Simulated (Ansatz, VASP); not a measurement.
Given: the input of a run of VASP 6.6.1 on Os.

File INCAR:

```
SYSTEM = Os
ALGO = Fast
EDIFF = 1E-6
ENCUT = 520
GGA = PE
ISIF = 2
ISMEAR = 0
LASPH = .True.
LCHARG = .False.
LREAL = .False.
LWAVE = .False.
NBANDS = 15
NELM = 60
PREC = Accurate
SIGMA = 0.025
```

Contents of KPOINTS:

```
k-points
0
Gamma
  11 11 6
  0 0 0
```

POSCAR

```
Os
1.0
    2.7341000000      0.0000000000      0.0000000000
   -1.3670500000      2.3678000565      0.0000000000
    0.0000000000      0.0000000000      4.3197000000
Os
2
Direct
    0.6666666667      0.3333333333      0.7500000000
    0.3333333333      0.6666666667      0.2500000000
```

Potentials or basis: VASP PAW PBE potentials, release 64 (Os).

Launch:

```bash
$ cat potpaw_PBE.64/Os/POTCAR > POTCAR
$ mpirun -np 1 vasp_std > vasp.out
```

Q: Translate it to Ansatz 0.2.0. Potentials there: all-electron LAPW, scalar-relativistic.

A: As run (the cutoff follows the program's own potentials):

Contents of input.yaml:

```yaml
crystal:
  lattice:
    - [2.7341, 0.0, 0.0]
    - [-1.36705, 2.3678000565, 0.0]
    - [0.0, 0.0, 4.3197]
  atoms:
    - { symbol: Os, position: [0.6666666667, 0.3333333333, 0.75] }
    - { symbol: Os, position: [0.3333333333, 0.6666666667, 0.25] }
kpoints:
  mp_grid: { grid: [11, 11, 6] }
scf:
  occupations: { method: gaussian, width: 0.025 }
hamiltonian:
  xc: pbe
  pseudopotentials: { kind: all_electron, lapw: { basis_error: 0.001 } }
output:
  forces: true
  stress: true
  eigenvalues: true
```

Potentials or basis: all-electron LAPW, scalar-relativistic.

Run with:

```sh
$ ansatz run input.yaml --threads 1 --pin off --max-ram 3072MiB --backend cpu --events-out ev --progress --plain --runs-dir out
```

Both were run:

|  | VASP | Ansatz | Ansatz less VASP |
| --- | --- | --- | --- |
| gap on the k mesh at the Fermi level (eV) | none | none | - |
| pressure (GPa) | 8.7 | 8.7 | 0.00 |
| largest component of the traceless stress (GPa) | 0.20 | 0.25 | +0.052 |

A gap of «none» marks a metal or a gap that the smearing closes. Ansatz ran all-electron here, so the differences hold the error of VASP's frozen core and of both bases.

Spin-orbit coupling is left out, which matters for the levels of Os.
